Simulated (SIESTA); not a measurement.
The system is TiC.

```
CELL_PARAMETERS angstrom
0.00000 2.16572 2.16572
2.16572 0.00000 2.16572
2.16572 2.16572 0.00000
ATOMIC_POSITIONS crystal
Ti 0.00000 0.00000 0.00000
C 0.50000 0.50000 0.50000
```

The cell is a database's computed one.

Base run:

- Program: SIESTA 5.4.2
- Functional: vdW-DF-cx
- Potentials or basis: PseudoDojo 0.4 standard (PBE files)
- Basis: DZP (energy shift 0.003 Ry; two zetas on semicore shells)
- Grid cutoff: 800 Ry
- Energy shift: 0.003 Ry
- k mesh: 11 × 11 × 11
- Occupations: fermi-dirac, width 0.05 eV
- Spin: no spin polarisation

Its results: band gap on the k mesh none (metal or under the smearing width); pressure -3.8 GPa.

Question: The run is repeated on the same cell with these changes: functional from vdW-DF-cx to AM05; potentials or basis from PseudoDojo 0.4 standard (PBE files) to PseudoDojo 0.4 standard (PBEsol files). What comes out?

Answer: Band gap on the k mesh none (metal or under the smearing width); pressure -6.3 GPa.

Caveats: the potentials were made for another functional, which shifts forces and pressure; the basis of atomic orbitals isn't converged, which shifts pressures, moduli and gaps.
